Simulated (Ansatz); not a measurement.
# Li: relaxed-ion elastic tensor

Theory: DFT PBE, scalar-relativistic, plane waves, PAW in Ansatz 0.2.0. Cutoff 420 eV, 6×6×10 k-points (Γ-centred), Fermi-Dirac smearing of 0.15 eV. No spin polarisation.

Relaxed structure:
```
Li
1.0
     6.14279    0.00000    0.00000
     0.00000    6.14279    0.00000
     0.00000    0.00000    4.29657
Li
8
Direct
  0.50000 0.74997 0.00000
  0.50000 0.25003 0.00000
  0.74997 0.50000 0.50000
  0.25003 0.50000 0.50000
  0.00000 0.75003 0.00000
  0.00000 0.24997 0.00000
  0.75003 0.00000 0.50000
  0.24997 0.00000 0.50000
```

The structure comes from a generated guess, relaxed at this level; another structure or a mixture of phases may lie lower. In a metal, frequencies and elastic constants depend on the k mesh and the smearing, soft modes and shear constants most.

(1) Give the relaxed-ion elastic constants (GPa, Voigt order xx yy zz yz xz xy, on the Cartesian axes of the cell above).

(2) Is the crystal stable against homogeneous strain?

Answers

(1)
```
26.6  2.4 12.2  0.0  0.0  0.0
 2.4 26.6 12.2  0.0  0.0  0.0
12.2 12.2 16.9  0.0  0.0  0.0
 0.0  0.0  0.0 11.4  0.0  0.0
 0.0  0.0  0.0  0.0 11.4  0.0
 0.0  0.0  0.0  0.0  0.0  1.7
```

(2) Too close to call: the least eigenvalue is 1.7 GPa, within what the k mesh leaves open in a metal.
